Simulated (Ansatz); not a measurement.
**Straining CsSnI$_{3}$**

All numbers below come from DFT PBEsol, scalar-relativistic, plane waves, PAW in Ansatz 0.2.0. Run with 420 eV cutoff, 6×6×6 k-mesh, Gaussian smearing of 0.01 eV, no spin polarisation.

Starting point, cell and atoms relaxed:

```
Cs Sn I
1.0
     6.13407    0.00000    0.00000
     0.00000    6.13407    0.00000
     0.00000    0.00000    6.13407
Cs Sn I
1 1 3
Direct
  0.00000 0.00000 0.00000
  0.50000 0.50000 0.50000
  0.00000 0.50000 0.50000
  0.50000 0.00000 0.50000
  0.50000 0.50000 0.00000
```

Deformation: uniaxial strain along c, with the lengths of a and b and the atoms relaxed and the angles held, all within the symmetry that the strain leaves. Energies are extrapolated to zero smearing. Stress is positive in compression, on the Cartesian axes of the cell above. Gaps are Kohn–Sham gaps over the whole zone.

Spin-orbit coupling is left out, which matters for the bands and energies of heavy elements.

Strains computed: -6.0, -4.0, -2.0, +2.0, +4.0, +6.0 %.

(1) At which strain does the energy stand 2.3 meV/atom over the relaxed crystal with σxx = 0.00, σyy = 0.00, σzz = -0.77 GPa?

## Answers

(1) +2.0 %. The gap there is 0.08 eV against 0.11 unstrained.

Symmetry holds off the tilts and polar distortions that many cubic perovskites undergo.